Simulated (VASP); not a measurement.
**TePb: band structure with RPBE**

**Experimental background.**

From a printed reference work, monograph, for a bulk crystal of TePb at 4.2 K: band gap 0.19 eV (direct).

The system is TePb.

```xyz
2
Lattice="0.0000 3.2310 3.2310 3.2310 0.0000 3.2310 3.2310 3.2310 0.0000" Properties=species:S:1:pos:R:3 pbc="T T T"
Pb    0.0000    0.0000    0.0000
Te    3.2310    3.2310    3.2310
```

- Program: VASP 6.6.1
- Task: band structure
- Functional: RPBE
- Potentials or basis: VASP PAW PBE potentials, release 64 (Pb_d, Te)
- Cutoff: 520 eV
- k mesh: 7 × 7 × 7
- Occupations: fermi-dirac, width 0.05 eV
- Spin: no spin polarisation
- Further INCAR settings: ALGO = Normal; EDIFF = 1e-06; NBANDS = 17

| Property | Result |
| --- | --- |
| Band gap along the path | 0.80 eV, direct |

Levels at the corners of the path, in eV from the Fermi level:
```
point  band 7  band 8  band 9  band 10  band 11  band 12  band 13  band 14
    Γ   -6.00   -1.80   -1.80    -1.80     3.67     3.67     3.67     5.37
    X   -7.71   -4.92   -3.24    -3.24     2.91     5.07     5.07     6.31
    X   -7.71   -4.92   -3.24    -3.24     2.91     5.07     5.07     6.31
    W   -8.40   -4.22   -4.22    -0.81     1.27     4.82     4.82     6.45
    W   -8.40   -4.22   -4.22    -0.81     1.27     4.82     4.82     6.45
    K   -8.38   -4.54   -2.74    -2.51     3.17     3.36     4.74     5.54
    K   -8.38   -4.54   -2.74    -2.51     3.17     3.36     4.74     5.54
    Γ   -6.00   -1.80   -1.80    -1.80     3.67     3.67     3.67     5.37
    Γ   -6.00   -1.80   -1.80    -1.80     3.67     3.67     3.67     5.37
    L   -9.00   -1.35   -1.35    -0.44     0.36     0.86     0.86     8.04
    L   -9.00   -1.35   -1.35    -0.44     0.36     0.86     0.86     8.04
    U   -8.38   -4.54   -2.74    -2.51     3.17     3.36     4.74     5.54
    U   -8.38   -4.54   -2.74    -2.51     3.17     3.36     4.74     5.54
    W   -8.40   -4.22   -4.22    -0.81     1.27     4.82     4.82     6.45
    W   -8.40   -4.22   -4.22    -0.81     1.27     4.82     4.82     6.45
    L   -9.00   -1.35   -1.35    -0.44     0.36     0.86     0.86     8.04
    L   -9.00   -1.35   -1.35    -0.44     0.36     0.86     0.86     8.04
    K   -8.38   -4.54   -2.74    -2.51     3.17     3.36     4.74     5.54
    U   -8.38   -4.54   -2.74    -2.51     3.17     3.36     4.74     5.54
    X   -7.71   -4.92   -3.24    -3.24     2.91     5.07     5.07     6.31
```

Wall time 71 s on 1 thread of Intel(R) Xeon(R) Platinum 8559C (Emerald Rapids), on a shared host, peak memory 0.32 GiB.

Against the measured gap of TePb, 0.19 eV (direct; 4.2 K; a printed reference work, monograph), the calculated 0.80 eV is off by +0.61 eV. Spin-orbit coupling on Pb, Te is left out. The value is that of RPBE, without temperature or zero-point motion.

Caveat: the log is that of the step along the path at fixed density, whose energy, stress, charges and moments have no meaning; this odd mesh misses L, where the gap lies, so gap, dielectric constants and Born charges aren't listed; spin-orbit coupling is left out, which moves the levels of the heavy elements.
